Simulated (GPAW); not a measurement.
Set up this calculation in GPAW 26.7.0, as an ASE script.

* Task: dielectric tensor
* Functional: PBEsol
* Potentials or basis: PAW data sets generated in the run's folder for this functional
* Cutoff: 600 eV
* Basis: pw
* k mesh: 6 × 6 × 6
* Occupations: fermi-dirac, width 0.001 eV
* Spin: no spin polarisation
* Response ecut: 80 eV
* Maxiter: 150
* Response k mesh: 19 × 19 × 19
* Response bands: 27
* Kernels: ["RPA", "LR0.1", "LR0.2"]
* Coarser k mesh: 14 × 14 × 14

Crystal: NaCl.

```
Cl Na
1.0
     3.50219    0.00000    0.00000
     0.00000    3.50219    0.00000
     0.00000    0.00000    3.50219
Cl Na
1 1
Direct
  0.50000 0.50000 0.50000
  0.00000 0.00000 0.00000
```

Measurements of this composition are mostly on another form, of space group No. 225.

The input as run:

run.py

```python
import numpy as np
from ase import Atoms
from ase.dft.bandgap import bandgap
from ase.io import write
from gpaw import GPAW, PW, setup_paths
from gpaw.response.df import DielectricFunction

setup_paths.insert(0, '.')

atoms = Atoms(['Cl', 'Na'],
              cell=[[3.50219, 0.0, 0.0],
                    [0.0, 3.50219, 0.0],
                    [0.0, 0.0, 3.50219]],
              scaled_positions=[[0.5, 0.5, 0.5],
                                [0.0, 0.0, 0.0]],
              pbc=True)

calc = GPAW(mode=PW(600),
            xc='PBEsol',
            kpts={'size': (6, 6, 6), 'gamma': True},
            occupations={'name': 'fermi-dirac', 'width': 0.001},
            nbands=15,
            convergence={'density': 1e-06},
            maxiter=150,
            txt='gpaw.txt')
atoms.calc = calc
energy = atoms.get_potential_energy()
calc.write('gs.gpw')
write('result.traj', atoms)
print(f'Energy: {energy:.6f} eV')
print('Fermi level:', round(calc.get_fermi_level(), 4), 'eV')
print(f'Gap: {bandgap(calc)[0]:.4f} eV, direct: {bandgap(calc, direct=True)[0]:.4f} eV')

for size in [(14, 14, 14), (19, 19, 19)]:
    name = 'x'.join(str(n) for n in size)
    dense = calc.fixed_density(kpts={'size': size, 'gamma': True},
                               nbands=33, convergence={'bands': 27, 'eigenstates': 1e-7},
                               update_fermi_level=True, txt=f'dense-{name}.txt')
    dense.write(f'{name}.gpw', mode='all')
    df = DielectricFunction(f'{name}.gpw', frequencies=np.array([0.0]), hilbert=False, eta=0.001,
                            ecut=80, nbands=27, intraband=False, txt=f'df-{name}.txt')
    for xc in ['RPA', 'LR0.1', 'LR0.2']:
        for direction in ['x', 'y', 'z', [0, 1, 1], [1, 0, 1], [1, 1, 0]]:
            e0, e = df.get_macroscopic_dielectric_constant(xc=xc, direction=direction)
            print(f'{name} {xc} {direction}: {e0:.4f} without, {e:.4f} with local fields')
```

Potentials or basis: PAW data sets generated in the run's folder for this functional, pw.

Command:

```bash
$ gpaw-setup -f PBEsol Cl Na
$ OMP_NUM_THREADS=1 python run.py
```

Results of the run:

```json
{"Band gap on the k mesh": "3.84 eV, indirect (least direct gap 4.34 eV)", "Electronic dielectric tensor (diagonal)": "2.54"}
```

Caveat: the long-wavelength limit can be off by a per cent or two; an odd mesh through Γ misses points on the zone boundary, where band edges often lie.

It took 3.1 min on 1 thread of Arm Neoverse V2, with other jobs on the host, peak memory 0.62 GiB.
